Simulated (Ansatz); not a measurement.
Nuclear-site quantities of Li as the cell is scaled

```
Li
1.0
     3.01480    0.00000    0.00000
    -1.50740    2.61089    0.00000
     0.00000    0.00000    5.10832
Li
2
Direct
  0.33333 0.66667 0.25000
  0.66667 0.33333 0.75000
```

Atom numbers follow the list: Li1, Li2.

Conventional cell: a = 3.015 Å, b = 3.015 Å, c = 5.108 Å, α = 90.00°, β = 90.00°, γ = 120.00°. Around Li (atom 1) lie 12 Li at 3.01 to 3.09 Å.

The cell is the one relaxed in the Materials Project (mp-10173), not relaxed further here; entries there can be hypothetical.

Computed with DFT, r2SCAN, all-electron PAW with datasets made for the crystal, scalar-relativistic in Ansatz 0.2.0.

Numerical set-up: a Γ-centred 14×14×7 k mesh, Fermi–Dirac smearing of 0.05 eV, cutoff 100 eV (chosen by the program for this cell), no spin polarisation.

The contact density is the mean electron density over the nuclear volume; its changes follow the s electrons' response to bonding and compression. Changes below are taken from the unscaled cell, where it is 94.392 e/Å³ at Li1.

The datasets are made afresh for each cell, so very small changes are uncertain.

(1) Does compression raise or lower the contact density at Li1?

(2) Tabulate the changes with volume.

Answers

(1) It raises it, by 0.07 e/Å³ over the whole range.

(2) 
```
V/V(cell)  P (GPa)  Δρ(0) Li1 (e/Å³)
   0.9405      1.6              0.04
   1.0000      0.6              0.00
   1.0600     -0.2             -0.03
```
